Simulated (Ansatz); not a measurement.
BeO:
```cif
data_Be4O4
_chemical_formula_sum 'Be4 O4'
_space_group_name_H-M_alt 'P63mc'
_space_group_IT_number 186
_space_group_name_Hall 'P 6c -2c'
_cell_length_a 2.70853
_cell_length_b 2.70853
_cell_length_c 8.82296
_cell_angle_alpha 90.000
_cell_angle_beta 90.000
_cell_angle_gamma 120.000
loop_
_atom_site_label
_atom_site_type_symbol
_atom_site_symmetry_multiplicity
_atom_site_Wyckoff_symbol
_atom_site_fract_x
_atom_site_fract_y
_atom_site_fract_z
_atom_site_occupancy
Be1 Be 2 a 0.00000 0.00000 0.00082 1
Be2 Be 2 b 0.33333 0.66667 0.25017 1
O1 O 2 a 0.00000 0.00000 0.31237 1
O2 O 2 b 0.33333 0.66667 0.06228 1
```

Relaxed with PBE. The program Ansatz at the PBE level (PAW) gives a gap of 7.42 eV.

Task: What gap does HSE06 give on the same cell (Ansatz, PAW)?

Result: 9.28 eV, 1.86 eV more. The hybrid was solved on a coarser mesh and at special points; its gap is the smallest among all of these.

```tsv
k	v1 PBE	c1 PBE	v1 HSE06	c1 HSE06
Γ	0.00	7.42	0.00	9.28
A	-0.16	8.17	…	…
K	-1.26	10.04	…	…
H	-1.74	9.79	…	…
M	-0.89	7.75	…	…
L	-1.17	8.26	-1.26	10.08
```

Task: Top valence (v1) and lowest conduction level (c1) in eV from each method's valence maximum (which need not be a listed point): supply the withheld HSE06 values.

Result: 
- H, v1 HSE06: -1.87
- H, c1 HSE06: 11.66
- A, v1 HSE06: -0.18
- A, c1 HSE06: 10.06
- M, v1 HSE06: -0.96
- M, c1 HSE06: 9.54
- K, v1 HSE06: -1.35
- K, c1 HSE06: 11.92

Cost on shared cores: the PBE run (SCF on a 12×12×3 mesh, then bands and DOS) about 40 core-seconds (a rough figure), the HSE06 run (SCF on 7×7×2, then a few points) very roughly 2.1 core-minutes; the tasks are unlike.

Space group P6_3mc. A made-up cell: these elements were put on the sites of a structure type. Its sites differ from those of the usual phase in this space group: another stacking or structure type. The PBE relaxation kept the symmetry of its start; phonons on a q-mesh show no instability.

Potentials: the later of the program's two PAW sets.
